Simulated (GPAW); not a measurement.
# Calculated records

## A GW chain in GPAW: NaH (honeycomb monolayer)

The cell holds 2 atoms: 1 Na and 1 H. Cell: a = 3.648 Å, b = 3.648 Å, c = 11.400 Å, α = 90.0°, β = 90.0°, γ = 120.0°. Vacuum lies along c.

```
method               : DFT, LDA, plane waves, PAW (and 1 further level or step)
program              : GPAW 26.7.0
settings of one run  : cutoff 700 eV, GPAW PAW setups 1.2.1 data release, 9×9×1 k-mesh
cost                 : 5 runs, 7.5 min in all on 4 MPI ranks of Arm Neoverse V1, shared host (the runs of this entry)
notes                : Values taken over the cell’s volume include its vacuum. The start is a generated structure, not a measured one. Bands and cutoff are finite, so the gap is not at the basis limit. The miss can reach some tenths of an eV and take either sign; the mesh is an error of its own.
LDA gap              : 3.25 eV, indirect
G0W0 gap on the mesh : 6.67 eV
GW settings          : 9×9×1 mesh, 138 bands, screening to 60 eV, full frequency, Hilbert transform
known limits         : not at the basis limit
```

G0W0 moves the gap on the mesh from 3.25 eV to 6.67 eV (+3.43 eV), with Z of 0.78 and 0.89 at the edges. Only 3 of the mesh's irreducible points were corrected, so a valley elsewhere could overtake.

[Paths, hosts, dates, memory and timing lines, banners, echoed tables and standing remarks are left out of the program output.]

[Logs are printed without paths, hosts, clocks, repeated set-up lines and the standing remarks that a program may print on its own settings, such as how far it seeks lower states.]

[Runs of the session that timed out or met a known fault of the program may be left out.]

[Hosts, paths, dates, database ids (printed as entryN), source tags and the programs' standing remarks are cut or masked in the printed files.]
